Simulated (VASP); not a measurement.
# P (P6/mmm) in VASP: density of states with TPSS+D3(BJ)

Aim: the density of states of P with TPSS+D3(BJ).

All numbers are computed with VASP 6.6.1; they aren't measurements. Logs are shortened: lines on timing, memory, paths and dates and some standing lists are left out, and cuts for length are marked.

## Step 1: The undisturbed crystal

It takes space group P6/mmm (No. 191, hexagonal). The conventional cell has a = 2.635 Å, b = 2.635 Å, c = 2.449 Å, α = 90.00°, β = 90.00°, γ = 120.00°. P (site symmetry 6/mmm) has 8 P at 2.45 to 2.64 Å as nearest neighbours.

The cell was built by a generator and needn't be a form met in nature.

## Step 2: Density of states, TPSS+D3(BJ) (volume scaled by 1.08)

INCAR

```
SYSTEM = P
PREC     = Accurate       ! precision mode
ENCUT    = 500            ! plane-wave cutoff, eV
EDIFF    = 1E-6           ! SCF threshold, eV
ISMEAR   = -5             ! smearing method
SIGMA    = 0.05           ! smearing width, eV
LREAL    = .FALSE.        ! projectors in reciprocal space
LASPH    = .TRUE.         ! aspherical terms in the spheres
NELM     = 60             ! most SCF steps
ALGO     = Normal         ! electronic algorithm
ISIF     = 2              ! what is computed and relaxed
LWAVE    = .FALSE.        ! write WAVECAR
LCHARG   = .FALSE.        ! write CHGCAR
METAGGA  = TPSS           ! meta-GGA
LMIXTAU  = .TRUE.       
IVDW     = 12             ! dispersion correction
LORBIT   = 11             ! projections on sites
NBANDS   = 8              ! bands
NEDOS    = 2001           ! points of the DOS
```

KPOINTS

```
Automatic mesh
0
G
  12 12 11
  0 0 0
```

POSCAR

```
P
1.0
    2.7034822316      0.0000000000      0.0000000000
   -1.3517462457      2.3412888063      0.0000000000
    0.0000000000      0.0000000000      2.5129054123
P
1
Direct
    0.0000000000      0.0000000000      0.0000000000
```

Potentials or basis: VASP PAW PBE potentials, release 64 (P).

The run is started by

```console
$ cat potpaw_PBE.64/P/POTCAR > POTCAR
$ mpirun -np 1 vasp_std > vasp.out
```

OUTCAR:

```text
SYSTEM = P
   PREC = Accurate
   ENCUT = 500
   EDIFF = 1E-6
   ISMEAR = -5
   LREAL = .FALSE.
   LASPH = .TRUE.
   NELM = 60
   ISIF = 2
   METAGGA = TPSS
   IVDW = 12
   LORBIT = 11
 IVDW          = 12

 ion  position               nearest neighbor table
   1  0.000  0.000  0.000-

  LATTYP: Found a hexagonal cell.
 ALAT       =     2.7034822316
 C/A-ratio  =     0.9295069089

  Lattice vectors:

 A1 = (   2.7034822316,   0.0000000000,   0.0000000000)
 A2 = (  -1.3517462457,   2.3412888063,   0.0000000000)
 A3 = (   0.0000000000,   0.0000000000,   2.5129054123)

Analysis of symmetry for initial positions (statically):
=====================================================================
 Subroutine PRICEL returns:
 Original cell was already a primitive cell.

 Routine SETGRP: Setting up the symmetry group for a
 hexagonal supercell.

 Subroutine GETGRP returns: Found 24 space group operations
 (whereof 24 operations were pure point group operations)
 out of a pool of 24 trial point group operations.

The static configuration has the point symmetry D_6h.

Analysis of symmetry for dynamics (positions and initial velocities):
=====================================================================
 Subroutine PRICEL returns:
 Original cell was already a primitive cell.

 Routine SETGRP: Setting up the symmetry group for a
 hexagonal supercell.

 Subroutine GETGRP returns: Found 24 space group operations
 (whereof 24 operations were pure point group operations)
 out of a pool of 24 trial point group operations.

The dynamic configuration has the point symmetry D_6h.

 Subroutine INISYM returns: Found 24 space group operations
 (whereof 24 operations are pure point group operations),
 and found     1 'primitive' translations

----------------------------------------------------------------------------------------

                                     Primitive cell

  volume of cell :      15.9058

  direct lattice vectors                    reciprocal lattice vectors
     2.703482232  0.000000000  0.000000000     0.369893313  0.213558403  0.000000000
    -1.351746246  2.341288806  0.000000000     0.000000000  0.427115184  0.000000000
     0.000000000  0.000000000  2.512905412     0.000000000  0.000000000  0.397945738

  length of vectors
     2.703482232  2.703488707  2.512905412     0.427116207  0.427115184  0.397945738

  position of ions in fractional coordinates (direct lattice)
     0.000000000  0.000000000  0.000000000

  ion indices of the primitive-cell ions
   primitive index   ion index
                 1           1

----------------------------------------------------------------------------------------

 KPOINTS: Automatic mesh

Automatic generation of k-mesh.
 Grid dimensions read from file:
 generate k-points for:   12   12   11

 Generating k-lattice:

  Cartesian coordinates                     Fractional coordinates (reciprocal lattice)
     0.030824443  0.017796534  0.000000000     0.083333333 -0.000000000  0.000000000
     0.000000000  0.035592932  0.000000000     0.000000000  0.083333333  0.000000000
     0.000000000  0.000000000  0.036176885     0.000000000  0.000000000  0.090909091

  Length of vectors
     0.035593017  0.035592932  0.036176885

  Shift w.r.t. Gamma in fractional coordinates (k-lattice)
     0.000000000  0.000000000  0.000000000

 TETIRR: Found   1541 inequivalent tetrahedra from     9504

 Subroutine IBZKPT returns following result:
 ===========================================

 Found    114 irreducible k-points:

 Following reciprocal coordinates:
            Coordinates               Weight
  0.000000  0.000000  0.000000      1.000000
  0.083333  0.000000  0.000000      6.000000
  0.166667  0.000000  0.000000      6.000000
  0.250000  0.000000  0.000000      6.000000
  0.333333 -0.000000  0.000000      6.000000
  0.416667  0.000000  0.000000      6.000000
[... 16 lines left out ...]
  0.250000  0.000000  0.090909     12.000000
  0.333333 -0.000000  0.090909     12.000000
 [... further k-points ...]
   k-points           NKPTS =    114   k-points in BZ     NKDIM =    114   number of bands    NBANDS=      8
   number of dos      NEDOS =   2001   number of ions     NIONS =      1
   total plane-waves  NPLWV =   7200
   dimension x,y,z NGX =    20 NGY =   20 NGZ =   18
   dimension x,y,z NGXF=    40 NGYF=   40 NGZF=   36
   ions per type =               1
   NGX,Y,Z   is equivalent  to a cutoff of  12.30, 12.30, 11.91 a.u.
   NGXF,Y,Z  is equivalent  to a cutoff of  24.60, 24.60, 23.82 a.u.
 SYSTEM =  P
   PREC   = accura    normal or accurate (medium, high low for compatibility)
   ISTART =      0    job   : 0-new  1-cont  2-samecut
   ICHARG =      2    charge: 1-file 2-atom 10-const
   ISPIN  =      1    spin polarized calculation?
   LNONCOLLINEAR =      F non collinear calculations
   LSORBIT =      F    spin-orbit coupling
   LASPH  =      T    aspherical Exc in radial PAW
   ENCUT  =  500.0 eV  36.75 Ry    6.06 a.u.   4.93  4.93  4.58*2*pi/ulx,y,z
   NELM   =     60;   NELMIN=  2; NELMDL= -5     # of ELM steps
   EDIFF  = 0.1E-05   stopping-criterion for ELM
   LREAL  =      F    real-space projection
   EDIFFG = 0.1E-04   stopping-criterion for IOM
   NSW    =      0    number of steps for IOM
   IBRION =     -1    ionic relax: 0-MD 1-quasi-New 2-CG
   NFREE  =      0    steps in history (QN), initial steepest desc. (CG)
   ISIF   =      2    stress and relaxation
   ISYM   =      2    0-nonsym 1-usesym 2-fastsym
   POTIM  = 0.5000    time-step for ionic-motion
   TEBEG  =    0.0;   TEEND  =   0.0 temperature during run
   PSTRESS=    0.0 pullay stress
   NELECT =       5.0000    total number of electrons
   NUPDOWN=      -1.0000    fix difference up-down
   EMIN   =  10.00;   EMAX   =-10.00  energy-range for DOS
   EFERMI =   0.00;   METHOD = LEGACY
   ISMEAR =    -5;   SIGMA  =   0.05  broadening in eV -4-tet -1-fermi 0-gaus
   EFERMI_NEDOS =   21; number of points for ismear=-14 and -15
   IALGO  =     38    algorithm
   IMIX   =      4    mixing-type and parameters
     AMIX     =   0.40;   BMIX     =  1.00
     AMIX_MAG =   1.60;   BMIX_MAG =  1.00
  volume/ion in A,a.u.               =      15.91       107.34
  Fermi-wavevector in a.u.,A,eV,Ry     =   1.113132  2.103514 16.858469  1.239063
  Thomas-Fermi vector in A             =   2.249713
   LORBIT       =     11    0 simple, 1 ext, 2 COOP (PROOUT), +10 PAW based schemes
   METAGGA = TPSS    functional components
   LHFCALC =     F    Hartree Fock is set to
   AEXX    =    0.0000 exact exchange contribution
   IVDW    =    12    specifies the selected vdW correction
   LEPSILON=     F    determine dielectric tensor
   LRPA    =     F    only Hartree local field effects (RPA)
 non-spin polarized calculation
 Fermi weights with tetrahedron method with Bloechl corrections
  energy-cutoff  :      500.00
  volume of cell :       15.91
 maximum number of plane-waves:       423
 NGX is ok and might be reduce to    20
   NGX =  9   NGY =  9   NGZ =  9

 number of electron       4.9999999 magnetization

 Free energy of the ion-electron system (eV)
  ---------------------------------------------------
  ext. energy  EPLUGINS =         0.00000000
  ---------------------------------------------------
  free energy    TOTEN  =        -9.59269063 eV

  energy without entropy =       -9.59269063  energy(sigma->0) =       -9.59269063

 E-fermi :   8.5415     XC(G=0): -11.1595

 val. band max:        8.5602481773   @ k =   0.4167   0.0000   0.2727
 cond. band min:       8.3787340676   @ k =   0.2500   0.2500   0.4545
 fundamental gap:     -0.1815141097
 Fermi energy:         8.5414756176

 k-point     1 :       0.0000    0.0000    0.0000
  band No.  band energies     occupation
      1      -7.2767      2.00000
      2      13.2223      0.00000
      3      13.9460      0.00000
      4      13.9460      0.00000
      5      15.7094      0.00000
      6      19.9669      0.00000
      7      19.9670      0.00000
      8      23.3951      0.00000

 k-point     2 :       0.0833    0.0000    0.0000
  band No.  band energies     occupation
      1      -7.1016      2.00000
      2      12.4016      0.00000
      3      13.3574      0.00000
      4      13.4935      0.00000
      5      16.3669      0.00000
      6      19.3692      0.00000
      7      20.7431      0.00000
      8      24.0030      0.00000

 k-point     3 :       0.1667    0.0000    0.0000
  band No.  band energies     occupation
      1      -6.5794      2.00000
      2       9.7727      0.00148
      3      12.5707      0.00000
      4      13.7542      0.00000
      5      16.4835      0.00000
      6      18.9237      0.00000
      7      22.6291      0.00000
      8      25.5370      0.00000

 k-point     4 :       0.2500    0.0000    0.0000
  band No.  band energies     occupation
      1      -5.7220      2.00000
      2       6.9892      2.09755
      3      11.6628      0.00000
      4      14.3818      0.00000
      5      15.7574      0.00000
      6      19.5178      0.00000
      7      25.1095      0.00000
      8      27.2007      0.00000

 k-point     5 :       0.3333   -0.0000    0.0000
  band No.  band energies     occupation
      1      -4.5618      2.00000
      2       4.3512      2.00000
      3      10.9568      0.00000
      4      15.0094      0.00000
      5      15.1630      0.00000
      6      20.5851      0.00000
      7      25.1270      0.00000
      8      27.8964      0.00000
[... 177 lines left out ...]
 k-point    22 :       0.1667    0.0000    0.0909
  band No.  band energies     occupation
      1      -6.4012      2.00000
      2       9.7800     -0.10374
      3      11.8385      0.00000
      4      12.7060      0.00000
      5      17.5185      0.00000
      6      20.1980      0.00000
      7      22.7628      0.00000
      8      25.3003      0.00000

 k-point    23 :       0.2500    0.0000    0.0909
  band No.  band energies     occupation
      1      -5.5440      2.00000
      2       7.1219      2.08255
      3      11.8005      0.00000
      4      12.3566      0.00000
      5      16.4349      0.00000
      6      21.1982      0.00000
      7      24.8036      0.00000
      8      25.2367      0.00000

 k-point    24 :       0.3333   -0.0000    0.0909
  band No.  band energies     occupation
      1      -4.3839      2.00000
      2       4.5061      2.00000
      3      11.0960      0.00000
      4      13.0900      0.00000
      5      15.6937      0.00000
      6      22.0819      0.00000
      7      23.2302      0.00000
      8      28.0234      0.00000

 [... further k-points ...]

------------------------ aborting loop because EDIFF is reached ----------------------------------------

 Edisp (eV)   -0.61072

 E8    (eV) :    -0.3574

  FORCE on cell =-STRESS in cart. coord.  units (eV):
  Direction    XX          YY          ZZ          XY          YZ          ZX
  --------------------------------------------------------------------------------------
  -------------------------------------------------------------------------------------
  Total      -1.19744    -1.19744    -1.19960     0.00000     0.00000     0.00000
  in kB    -120.61715  -120.61762  -120.83458     0.00026     0.00000     0.00000
  external pressure =     -120.69 kB  Pullay stress =        0.00 kB

 VOLUME and BASIS-vectors are now :
 -----------------------------------------------------------------------------
  energy-cutoff  :      500.00
  volume of cell :       15.91
      direct lattice vectors                 reciprocal lattice vectors
     2.703482232  0.000000000  0.000000000     0.369893313  0.213558403  0.000000000
    -1.351746246  2.341288806  0.000000000     0.000000000  0.427115184  0.000000000
     0.000000000  0.000000000  2.512905412     0.000000000  0.000000000  0.397945738

 POSITION                                       TOTAL-FORCE (eV/Angst)
 -----------------------------------------------------------------------------------
      0.00000      0.00000      0.00000         0.000000      0.000000      0.000000
 -----------------------------------------------------------------------------------
    total drift:                                0.000000      0.000000      0.000000

  FREE ENERGIE OF THE ION-ELECTRON SYSTEM (eV)
  ---------------------------------------------------
  free  energy   TOTEN  =       -10.2034138251 eV

  energy  without entropy=      -10.2034138251  energy(sigma->0) =      -10.20341383

 total charge

# of ion       s       p       d       tot
------------------------------------------
    1        1.142   1.207   0.000   2.349
```

Run time: 25 s. Hardware: 1 thread of Intel Xeon 6975P-C (Granite Rapids), shared host; peak memory 0.13 GiB.

What came out:

- Free energy: -10.2034 eV
- Pressure: -12.1 GPa
- Band gap on the k mesh: none (metal or under the smearing width)
- Valence electrons inside the program's atomic spheres: P 2.35
- Dispersion energy per atom: -0.611 eV

States per cell in windows of 1 eV (zero at the Fermi level; states under -8 eV left out):
```csv
from (eV),total,P1_p,P1_s,P1_d
-8.0,0.18,0.03,0.07,0.00
-7.0,0.29,0.08,0.04,0.00
-6.0,0.38,0.13,0.02,0.00
-5.0,0.53,0.20,0.02,0.00
-4.0,0.49,0.19,0.03,0.00
-3.0,0.43,0.16,0.03,0.00
-2.0,0.43,0.16,0.04,0.00
-1.0,0.46,0.17,0.04,0.00
0.0,0.45,0.18,0.04,0.00
1.0,0.51,0.22,0.03,0.00
2.0,0.55,0.24,0.03,0.00
3.0,0.62,0.25,0.02,0.00
4.0,0.60,0.25,0.01,0.00
5.0,0.47,0.19,0.01,0.00
6.0,0.37,0.13,0.00,0.00
7.0,0.40,0.09,0.01,0.00
```

Caveat: the PAW data sets were made with another functional, which shifts forces and pressure a little; pairwise dispersion overbinds metals, which lowers pressure and volume; tetrahedron occupations give inexact forces and stress in metals.

## Step 3: For comparison

An earlier run on the cell as given: functional PBE; potentials or basis VASP PAW PBE potentials, release 64 (P); cutoff 520 eV; k mesh 12 × 12 × 11; occupations fermi-dirac, width 0.05 eV; no spin polarisation.

* Pressure: -0.3 GPa
* Band gap on the k mesh: none (metal or under the smearing width)
